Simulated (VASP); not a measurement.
Results of a VASP single-point calculation on SrTiO3 (strained cubic perovskite)

POSCAR

```
Sr Ti O
 1.0000000000000000
     3.9459200166000001    0.0000000000000000    0.0000000000000000
     0.0000000000000000    3.9459200166000001    0.0000000000000000
     0.0000000000000000    0.0000000000000000    3.8839062165999998
 Sr  Ti  O
   1   1   3
Cartesian
  0.0000000000000000  0.0000000000000000  0.0000000000000000
  1.9729600083000001  1.9729600083000001  1.9419531082999999
  1.9729600083000001  1.9729600083000001  0.0000000000000000
  1.9729600083000001  0.0000000000000000  1.9419531082999999
  0.0000000000000000  1.9729600083000001  1.9419531082999999
```

```json
{
  "gap between bands v and c": "2.21 eV",
  "least direct gap": "2.61 eV"
}
```

Band v is the last that the valence electrons fill when counted band by band, and c is the next. Levels in eV from the top of v:

```csv
point,v−1,v,c,c+1
Γ,-0.40,-0.39,2.21,2.24
X,-0.78,-0.77,2.39,4.03
M,-1.66,-0.13,4.04,4.04
R,0.00,0.00,4.71,4.80
```

Question: Which of these levels of theory gave these results?
A. PBE with spin–orbit coupling
B. PBE0
C. HSE06
D. PBEsol
E. LDA
F. PBE
G. r²SCAN

Answer: G.

The INCAR was:

```
ALGO = Normal
ENCUT = 520
PREC = Accurate
METAGGA = R2SCAN
LWAVE = .FALSE.
LCHARG = .FALSE.
NBANDS = 28
LREAL = .FALSE.
LASPH = .TRUE.
NELM = 120
EDIFF = 1E-7
SIGMA = 0.01
NSW = 0
IBRION = -1
ISIF = 2
ISMEAR = 0
```
